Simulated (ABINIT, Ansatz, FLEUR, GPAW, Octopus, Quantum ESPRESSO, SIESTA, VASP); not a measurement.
V: 9 runs at one level of theory

```
V
1.0
    -1.51435    1.51435    1.51435
     1.51435   -1.51435    1.51435
     1.51435    1.51435   -1.51435
V
1
Direct
  0.00000 0.00000 0.00000
```

Alike in all runs: task single point; functional PBEsol; k mesh 12 × 12 × 12; occupations fermi-dirac, width 0.05 eV; collinear spin, ferromagnetic start; no spin-orbit coupling. Pressure is positive in compression and, in plane waves, holds the error of the finite cutoff, which Ansatz's Pulay term estimates and takes out.

| program and potentials | plane-wave cutoff (eV) | notes | band gap (eV) | pressure (GPa) | net moment per atom (μB) |
| --- | --- | --- | --- | --- | --- |
| Ansatz, Ansatz PAW | 420 | potentials made for PBE, which Ansatz adapts in part; Pulay term of +0.06 GPa included | no gap | -12.03 | 0.00 |
| VASP, PBE PAW files V_sv, 520 eV | 520 | potentials made for PBE | ? | ? | ? |
| Octopus, pseudodojo_pbesol (PseudoDojo 0.4, PBEsol) | - | - | no gap | - | 0.00 |
| GPAW, PAW data sets generated for this functional | 600 | - | no gap | -10.72 | 0.00 |
| Quantum ESPRESSO, GBRV 1.5 PBEsol | 612 | - | no gap | -12.21 | 0.00 |
| SIESTA, files PseudoDojo sr-pbesol-0.4.1-standard, DZP (energy shift 0.003 Ry; two zetas on semicore shells) | - | atomic basis | no gap | -11.70 | 0.00 |
| Ansatz, all-electron LAPW, scalar-relativistic | - | - | no gap | -12.07 | 0.00 |
| FLEUR, all-electron, FLAPW | - | - | no gap | - | 0.00 |
| ABINIT, PseudoDojo NC SR PBEsol v0.4.1 standard | 1143 | - | no gap | -11.99 | 0.00 |

Estimate from the other rows what the run with VASP, PBE PAW files V_sv, 520 eV gave.

No band gap; pressure -11.85 GPa; net moment per atom 0.00 μB. The other rows, which needn't bracket it: pressure -12.21 to -10.72; net moment per atom 0.00.
